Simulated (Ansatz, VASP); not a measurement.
HfO2: VASP beside Ansatz

```xyz
3
Lattice="0.0000 2.5575 2.5575 2.5575 0.0000 2.5575 2.5575 2.5575 0.0000" Properties=species:S:1:pos:R:3 pbc="T T T"
Hf    0.0000    0.0000    0.0000
O     1.2788    1.2788    1.2788
O     3.8363    3.8363    3.8363
```

Measurements of this composition are mostly on another form, of space group No. 14.

Alike in both runs: task single point; functional PBE; k mesh 8 × 8 × 8; no spin polarisation.

|  | VASP | Ansatz |
| --- | --- | --- |
| version | VASP 6.6.1 | Ansatz 0.2.0 |
| potentials or method | VASP PAW PBE potentials, release 64 (Hf_pv, O) | plane waves, PAW |
| plane-wave cutoff (eV) | 520 | 420 |
| occupations | gaussian, width 0.01 eV | fixed |
| valence electrons in the cell | 22 | 38 |

```tsv
	VASP	Ansatz	Ansatz less VASP
gap on the k mesh at the Fermi level (eV)	3.73	3.72	-0.009
```

The two sets of potentials don't hold the same shells in valence.

Caveats: spin-orbit coupling is left out, which moves the levels of the heavy elements. A k mesh can miss the band edges. Expect the measured gap to be larger: semilocal functionals such as PBE lack the derivative discontinuity.
